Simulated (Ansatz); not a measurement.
Convergence of Na

```xyz
1
Lattice="-2.1175 2.1175 2.1175 2.1175 -2.1175 2.1175 2.1175 2.1175 -2.1175" Properties=species:S:1:pos:R:3 pbc="T T T"
Na    0.0000    0.0000    0.0000
```

The structure is an experimental refinement, used without relaxation.

Level of theory: DFT, PBE, all-electron LAPW, scalar-relativistic in Ansatz 0.2.0.

Settings: a Γ-centred 12×12×12 k mesh, Fermi–Dirac smearing of 0.05 eV, basis error target 0.25 meV/atom, no spin polarisation. One setting is then changed at a time.

```json
{"filling": "Fermi–Dirac 0.05 eV (base)", "energy at zero smearing less the base's (meV/atom)": "0.0", "P (GPa)": "-0.18", "cutoff chosen (eV)": "96"}
{"filling": "tetrahedron", "energy at zero smearing less the base's (meV/atom)": "-2.3", "P (GPa)": "–", "cutoff chosen (eV)": "96"}
{"filling": "cold 0.15 eV", "energy at zero smearing less the base's (meV/atom)": "0.1", "P (GPa)": "-0.19", "cutoff chosen (eV)": "96"}
{"filling": "Gaussian 0.05 eV", "energy at zero smearing less the base's (meV/atom)": "0.5", "P (GPa)": "-0.19", "cutoff chosen (eV)": "96"}
{"filling": "Fermi–Dirac 0.01 eV", "energy at zero smearing less the base's (meV/atom)": "0.8", "P (GPa)": "-0.19", "cutoff chosen (eV)": "96"}
{"filling": "Fermi–Dirac 0.28 eV", "energy at zero smearing less the base's (meV/atom)": "?", "P (GPa)": "?", "cutoff chosen (eV)": "96"}
```

Task: Fill in "energy at zero smearing less the base's (meV/atom)" for the row "Fermi–Dirac 0.28 eV".

Result: -2.7.

Task: Give the missing entry: row "Fermi–Dirac 0.28 eV", column "P (GPa)".

Result: -0.05.
